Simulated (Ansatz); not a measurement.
**GeTe (R3m, No. 160, 2 atoms in the cell)**

All values below come from PBEsol in Ansatz (PAW).

Run with plane-wave cutoff 520 eV, 10×10×10 k mesh, Fermi–Dirac smearing 0.01 eV, scalar-relativistic PAW data made under PBE.

Cell (relaxed at this level):

GeTe is taken in the trigonal space group R3m, hexagonal axes (No. 160), Pearson symbol hR2. Lattice parameters: a = b = 4.1621 Å, c = 10.4652 Å, α = β = 90.00°, γ = 120.00°. Ge on 3a is coordinated by 3 Te at 2.833 Å and 3 Te at 3.119 Å (octahedral). Te on 3a has 3 Ge at 2.833 Å and 3 Ge at 3.119 Å (octahedral). (Neighbours: up to the widest gap in distance over summed covalent radii, below 1.35, at either atom.)
(The calculation used a cell of 2 atoms; values per cell refer to that cell.)

```json
{
 "band_gap": "0.51 eV",
 "direct gap at Γ": "4.86 eV"
}
```

Spin–orbit coupling is not included; with these elements it can move the gap by several tenths of an eV or more.

The computed numbers hold no vibrational or temperature effects.

It cost around 22 core-seconds (rough) of CPU time.

Ansatz is an electronic-structure program.
